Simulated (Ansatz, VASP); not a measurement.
InP: VASP beside Ansatz

Contents of INCAR:

```
ALGO = Normal
EDIFF = 1E-6
EDIFFG = -0.005
ENCUT = 600
GGA = PE
IBRION = 2
ISIF = 3
ISMEAR = 0
LASPH = T
LCHARG = F
LREAL = F
LWAVE = F
NELM = 80
NSW = 100
PREC = Accurate
SIGMA = 0.02
```

File KPOINTS:

```
k-points
0
Gamma
  10 10 10
```

Contents of POSCAR:

```
InP
1.0
    0.0000000000      2.9519763900      2.9519763900
    2.9519763900      0.0000000000      2.9519763900
    2.9519763900      2.9519763900      0.0000000000
In P
1 1
Direct
    0.0000000000      0.0000000000      0.0000000000
    0.7500000000      0.7500000000      0.7500000000
```

Input for Ansatz:

```yaml
crystal:
  lattice:
    - [0.0, 2.95197639, 2.95197639]
    - [2.95197639, 0.0, 2.95197639]
    - [2.95197639, 2.95197639, 0.0]
  atoms:
    - { symbol: In, position: [0.0, 0.0, 0.0] }
    - { symbol: P, position: [0.75, 0.75, 0.75] }
basis:
  ecutwfc: 420
kpoints:
  mp_grid: { grid: [10, 10, 10] }
hamiltonian:
  xc: pbe
scf:
  occupations: { method: gaussian, width: 0.02 }
output:
  forces: true
  stress: true
  eigenvalues: true
  write_density: true
  write_potential: true
  elf: true
  volumetric_format: npy
relax:
  adjacent_minimum: "off"
  f_tol: 0.005
  max_steps: 80
  cell: { stress_tol: 0.05 }
```

The cell is a database's computed one.

Alike in both runs: task relaxation of cell and atoms; functional PBE; k mesh 10 × 10 × 10; occupations gaussian, width 0.02 eV; no spin polarisation.

```csv
,VASP,Ansatz
version,VASP 6.6.1,Ansatz 0.2.0
potentials or method,"VASP PAW PBE potentials, release 64 (In_d, P)","scalar-relativistic, plane waves, PAW"
plane-wave cutoff (eV),600,420
valence electrons in the cell,18,18
```

VASP gave:

| Quantity | Value |
| --- | --- |
| gap on the k mesh at the Fermi level, each at its own relaxed structure (eV) | 0.44 |
| relaxed volume (Å³/atom) | 26.45 |
| relaxed cell length with the largest relative difference (Å) | 4.213 |
| energy change over the relaxation (meV/atom) | -4 |

Task: Estimate Ansatz's values.

Result: gap on the k mesh at the Fermi level, each at its own relaxed structure (eV): 0.44; relaxed volume (Å³/atom): 26.46; relaxed cell length with the largest relative difference (Å): 4.214; energy change over the relaxation (meV/atom): -4.

Caveats: spin-orbit coupling is left out, which moves the levels of the heavy elements.
